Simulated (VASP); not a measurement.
# TiO2 (Rutile) (P4_2/mnm) in VASP: notebook, part 2 of 2

VASP 6.6.1. Earlier steps stand in the parts before.

## (4) Band structure, LDA

This run uses another cell than the first one, of 10.34 Å³/atom, 0.970 times its volume.

INCAR reads:

```
ALGO = Normal
EDIFF = 1E-7
ENCUT = 520
ISIF = 2
ISMEAR = 0
KPAR = 2
LASPH = True
LCHARG = False
LMAXMIX = 4
LREAL = False
LWAVE = False
NBANDS = 33
NELM = 80
PREC = Accurate
SIGMA = 0.03
```

KPOINTS reads:

```
k-points
0
Gamma
  6 6 10
```

POSCAR reads:

```
TiO2                                    
1.0
    4.5927071378      0.0000000000      0.0000000000
    0.0000000000      4.5927071378      0.0000000000
    0.0000000000      0.0000000000      2.9417409249
  Ti              O             
     2     4
Direct
     0.0000000000000000    0.0000000000000000    0.0000000000000000
     0.5000000000000000    0.5000000000000000    0.5000000000000000
     0.3043249358208021    0.3043249358208021    1.0000000000000000
     0.1956750641791979    0.8043249358208020    0.5000000000000000
     0.6956750641791980    0.6956750641791980    0.0000000000000000
     0.8043249358208020    0.1956750641791979    0.5000000000000000
```

KPOINTS_OPT is that of step 3.

Potentials or basis: VASP PAW LDA potentials, release 64 (Ti_sv, O).

On the command line:

```console
> cat potpaw_LDA.64/Ti_sv/POTCAR potpaw_LDA.64/O/POTCAR > POTCAR
> mpirun -np 2 vasp_std > vasp.out
```

Run time: 2.9 min. Hardware: 2 MPI ranks of Intel Xeon Platinum 8488C (Sapphire Rapids), shared host; peak memory 0.27 GiB.

The run converged. Its results:

- Free energy: -58.7566 eV
- Pressure: -5.6 GPa
- Largest force: 0.051 eV/Å
- Band gap on the k mesh: 1.78 eV, direct
- Band gap along the path: 1.78 eV, direct

Forces in eV/Å, atoms in the order of the input:
```
Ti   0.000  0.000  0.000
Ti   0.000  0.000  0.000
O    0.036  0.036  0.000
O   -0.036  0.036  0.000
O   -0.036 -0.036  0.000
O    0.036 -0.036  0.000
```

Stress tensor (GPa, compression positive):
```
-5.27  0.00  0.00
 0.00 -5.27  0.00
 0.00  0.00 -6.20
```

Levels at the corners of the path, in eV from the valence-band top:
```csv
point,band 20,band 21,band 22,band 23,band 24,band 25,band 26,band 27,band 28,band 29
Γ,-1.97,-0.69,-0.46,-0.46,0.00,1.78,2.05,2.36,2.46,2.46
X,-3.10,-1.64,-1.64,-0.76,-0.76,2.46,2.46,3.00,3.00,3.56
X,-3.10,-1.64,-1.64,-0.76,-0.76,2.46,2.46,3.00,3.00,3.56
M,-2.27,-1.29,-1.29,-1.09,-1.09,1.82,1.82,2.48,2.48,3.84
M,-2.27,-1.29,-1.29,-1.09,-1.09,1.82,1.82,2.48,2.48,3.84
Γ,-1.97,-0.69,-0.46,-0.46,0.00,1.78,2.05,2.36,2.46,2.46
Γ,-1.97,-0.69,-0.46,-0.46,0.00,1.78,2.05,2.36,2.46,2.46
Z,-2.81,-2.45,-2.45,-1.45,-1.45,2.94,2.94,3.17,3.17,3.65
Z,-2.81,-2.45,-2.45,-1.45,-1.45,2.94,2.94,3.17,3.17,3.65
R,-2.41,-2.09,-2.09,-1.06,-1.06,1.82,1.82,3.20,3.20,3.91
R,-2.41,-2.09,-2.09,-1.06,-1.06,1.82,1.82,3.20,3.20,3.91
A,-2.78,-1.32,-1.32,-0.68,-0.68,2.54,2.54,3.16,3.16,3.22
A,-2.78,-1.32,-1.32,-0.68,-0.68,2.54,2.54,3.16,3.16,3.22
Z,-2.81,-2.45,-2.45,-1.45,-1.45,2.94,2.94,3.17,3.17,3.65
X,-3.10,-1.64,-1.64,-0.76,-0.76,2.46,2.46,3.00,3.00,3.56
R,-2.41,-2.09,-2.09,-1.06,-1.06,1.82,1.82,3.20,3.20,3.91
M,-2.27,-1.29,-1.29,-1.09,-1.09,1.82,1.82,2.48,2.48,3.84
A,-2.78,-1.32,-1.32,-0.68,-0.68,2.54,2.54,3.16,3.16,3.22
```

## (5) Band structure, r2SCAN

This run uses another cell than the first one, of 10.34 Å³/atom, 0.970 times its volume.

Edit INCAR of step 4 so:

```diff
@@ -9,4 +9,6 @@
 LMAXMIX = 4
+LMIXTAU = True
 LREAL = False
 LWAVE = False
+METAGGA = R2SCAN
 NBANDS = 33
```

KPOINTS is that of step 4.

POSCAR is that of step 4.

KPOINTS_OPT is that of step 4.

Potentials or basis: VASP PAW PBE potentials, release 64 (Ti_sv, O).

On the command line:

```console
> cat potpaw_PBE.64/Ti_sv/POTCAR potpaw_PBE.64/O/POTCAR > POTCAR
> mpirun -np 2 vasp_std > vasp.out
```

It took 7.1 min on 2 MPI ranks of Intel Xeon Platinum 8488C (Sapphire Rapids), shared host; peak memory 0.27 GiB.

The run converged. Its results:

- Free energy: -69.7882 eV
- Pressure: 2.8 GPa
- Largest force: 0.026 eV/Å
- Band gap on the k mesh: 2.24 eV, direct
- Band gap along the path: 2.24 eV, direct

Forces on the atoms (eV/Å):
```
Ti   0.000  0.000  0.000
Ti   0.000  0.000  0.000
O   -0.018 -0.018  0.000
O    0.018 -0.018  0.000
O    0.018  0.018  0.000
O   -0.018  0.018  0.000
```

Stress tensor (GPa, compression positive):
```
2.12 0.00 0.00
0.00 2.12 0.00
0.00 0.00 4.12
```

Levels at the corners of the path, in eV from the valence-band top:
```
point  band 20  band 21  band 22  band 23  band 24  band 25  band 26  band 27  band 28  band 29
    Γ    -2.06    -0.75    -0.50    -0.50     0.00     2.24     2.55     2.82     2.91     2.91
    X    -3.17    -1.69    -1.69    -0.78    -0.78     2.93     2.93     3.44     3.44     3.99
    X    -3.17    -1.69    -1.69    -0.78    -0.78     2.93     2.93     3.44     3.44     3.99
    M    -2.24    -1.37    -1.37    -1.14    -1.14     2.27     2.27     2.93     2.93     4.26
    M    -2.24    -1.37    -1.37    -1.14    -1.14     2.27     2.27     2.93     2.93     4.26
    Γ    -2.06    -0.75    -0.50    -0.50     0.00     2.24     2.55     2.82     2.91     2.91
    Γ    -2.06    -0.75    -0.50    -0.50     0.00     2.24     2.55     2.82     2.91     2.91
    Z    -2.92    -2.41    -2.41    -1.49    -1.49     3.36     3.36     3.65     3.65     4.07
    Z    -2.92    -2.41    -2.41    -1.49    -1.49     3.36     3.36     3.65     3.65     4.07
    R    -2.48    -2.09    -2.09    -1.10    -1.10     2.31     2.31     3.67     3.67     4.32
    R    -2.48    -2.09    -2.09    -1.10    -1.10     2.31     2.31     3.67     3.67     4.32
    A    -2.89    -1.33    -1.33    -0.72    -0.72     2.99     2.99     3.62     3.62     3.70
    A    -2.89    -1.33    -1.33    -0.72    -0.72     2.99     2.99     3.62     3.62     3.70
    Z    -2.92    -2.41    -2.41    -1.49    -1.49     3.36     3.36     3.65     3.65     4.07
    X    -3.17    -1.69    -1.69    -0.78    -0.78     2.93     2.93     3.44     3.44     3.99
    R    -2.48    -2.09    -2.09    -1.10    -1.10     2.31     2.31     3.67     3.67     4.32
    M    -2.24    -1.37    -1.37    -1.14    -1.14     2.27     2.27     2.93     2.93     4.26
    A    -2.89    -1.33    -1.33    -0.72    -0.72     2.99     2.99     3.62     3.62     3.70
```

Caveat: the PAW data sets were made with another functional, which shifts forces and pressure a little.

## (6) The runs side by side

| task | level | potentials or basis | cell | k mesh | cutoff (eV) | monkhorst-Pack mesh | gap on the mesh (eV) | pressure (GPa) | largest force (eV/Å) |
| --- | --- | --- | --- | --- | --- | --- | --- | --- | --- |
| dielectric tensor | PBE | VASP PAW PBE potentials, release 64 (Ti_sv, O) | P4_2/mnm, 10.67 Å³/atom | 8 × 8 × 12 | 600 | yes | - | - | - |
| band structure | PBE | VASP PAW PBE potentials, release 64 (Ti_sv, O) | P4_2/mnm, 10.34 Å³/atom | 6 × 6 × 10 | 520 | - | 1.87 | 7.4 | 0.07 |
| band structure | LDA | VASP PAW LDA potentials, release 64 (Ti_sv, O) | P4_2/mnm, 10.34 Å³/atom | 6 × 6 × 10 | 520 | - | 1.78 | -5.6 | 0.05 |
| band structure | r2SCAN | VASP PAW PBE potentials, release 64 (Ti_sv, O) | P4_2/mnm, 10.34 Å³/atom | 6 × 6 × 10 | 520 | - | 2.24 | 2.8 | 0.03 |

Alike in all rows: no spin polarisation; smearing gaussian 0.03 eV.

Caveats: the PAW data sets were made with another functional, which shifts forces and pressure a little (some runs).

Absolute energies hang on the potentials; compare differences alone.

## (7) Against experiment

Step 3. Measured gap of TiO2: 3.03 eV (direct; 1.6 K; quoted in “Shallow Valence Band of Rutile GeO2 and P-type Doping”, 2020, arxiv:2011.08928). This calculation gives 1.87 eV (-1.16 eV). 2 values of this kind are on record in papers (3.03 to 3.05 eV); this one was drawn at random among those near their median. The value is that of PBE, without temperature or zero-point motion. Semilocal functionals fall short of measured gaps as a rule.

Step 4. Against the measured gap of TiO2, 3.03 eV (direct; 1.6 K; quoted in “Shallow Valence Band of Rutile GeO2 and P-type Doping”, 2020, arxiv:2011.08928), the calculated 1.78 eV is off by -1.25 eV. 2 values of this kind are on record in papers (3.03 to 3.05 eV); this one was drawn at random among those near their median. The value is that of LDA, without temperature or zero-point motion. Semilocal functionals fall short of measured gaps as a rule.

Step 5. Measured gap of TiO2: 3.03 eV (direct; 1.6 K; quoted in “Shallow Valence Band of Rutile GeO2 and P-type Doping”, 2020, arxiv:2011.08928). This calculation gives 2.24 eV (-0.79 eV). 2 values of this kind are on record in papers (3.03 to 3.05 eV); this one was drawn at random among those near their median. The value is that of r2SCAN, without temperature or zero-point motion.
